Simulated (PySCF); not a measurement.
PySCF calculation with GFN2-xTB structure and shielding tensors at PBE0/pcSseg-1 (GIAO); averaged over atoms made equivalent by symmetry, fast rotation or ring inversion, isolated molecule, non-relativistic, one conformer.

δ = σ(ref) − σ, references computed at the same level: $^{1}$H, $^{13}$C vs TMS. Shifts are as computed. Against solution values, carbons near 30 ppm lie about +3 ppm off and those near 130 ppm about +5 ppm. Of 1211 compounds with measured shifts, 218 miss one by over three times the rms of a fit or turn the order of signals round; such compounds aren't used in these exercises.

(1) Order these molecules by the shift of their most deshielded carbon, lowest δ first.
A. CCC=O
B. Fc1ccccc1P[SiH3]
C. FC(F)C(F)(F)F

(2) Order these molecules by the shift of their most shielded carbon-bound hydrogen, lowest δ first.
A. CCC=O
B. FC(F)C(F)(F)F
C. Cc1cpcc([SiH3])c1F
D. Fc1ccccc1P[SiH3]

(3) How many $^{13}$C and $^{1}$H signals does each give (equivalence by symmetry and fast rotation, but not about amide C–N or C=N bonds)? `Fc1ccccc1P[SiH3]`, `Cc1cpcc([SiH3])c1F`, `FC(F)C(F)(F)F`, `CCC=O`

## Answers

(1) C (127.5 ppm, CF3 carbon), B (173.3 ppm, aromatic carbon bearing fluorine), A (205.9 ppm, aldehyde carbonyl carbon).

(2) A (1.08 ppm, hydrogen on a methyl carbon), C (2.65 ppm, hydrogen on a methyl carbon on an aromatic ring), B (6.09 ppm, hydrogen on an sp3 CH bonded to 2 F), D (7.25 ppm, hydrogen on an aromatic CH).

(3) Fc1ccccc1P[SiH3]: 6 C, 6 H; Cc1cpcc([SiH3])c1F: 6 C, 4 H; FC(F)C(F)(F)F: 2 C, 1 H; CCC=O: 3 C, 3 H.
